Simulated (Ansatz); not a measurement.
## NaF: energy along a strain

NaF, Fm-3m, a = 4.647 Å (as given, not relaxed at this level: -0.5 GPa). Ansatz: PBEsol, PAW, 420 eV, Γ-centred 8×8×8 mesh on 2 atoms, Gaussian smearing 0.05 eV; no spin polarisation. Cell vectors (Å): 0.000 2.323 2.323; 2.323 0.000 2.323; 2.323 2.323 0.000. The cell is strained by x per cent times the pattern (0 0 1 0 0 0) in the order xx yy zz yz xz xy (engineering shears), with fractional coordinates held. y is the free energy over the start, V0 = 12.541 Å³/atom.

| x (%) | y (meV/atom) |
| --- | --- |
| -4.00 | ? |
| -3.00 | 2.54 |
| -2.00 | 0.74 |
| -1.00 | -0.09 |
| 0.00 | 0.00 |
| 1.00 | 0.72 |
| 2.00 | 2.13 |
| 3.00 | 4.13 |
| 3.50 | 5.33 |
| 4.00 | 6.60 |

Q: Fit y = c1 x + c2 x² + c3 x³ to the other rows, get the stiffness along the pattern, and predict the missing energy.

A: Least squares on the rows shown. y = 0.4034 x + 0.3696 x² − 0.01457 x³. The clamped-ion stiffness p·C·p = 2 × 3.696 eV × 160.2 / 12.541 Å³ = 94 GPa, which is C33 in these axes (C11 of the cubic crystal) (second derivative at the start, which stands under stress). At x = -4.00 the fit asked for gives 5.23 meV/atom. The run gave 5.49 meV/atom, so the fit is 0.26 meV/atom too low, 3.9 % of the span of the series, against an rms of 0.04 meV/atom on the fitted rows. The row lies outside the fitted range. With a term in x⁴ added, a fit to the same known rows predicts 5.53 meV/atom, so most of the miss is curvature that the known rows already hold.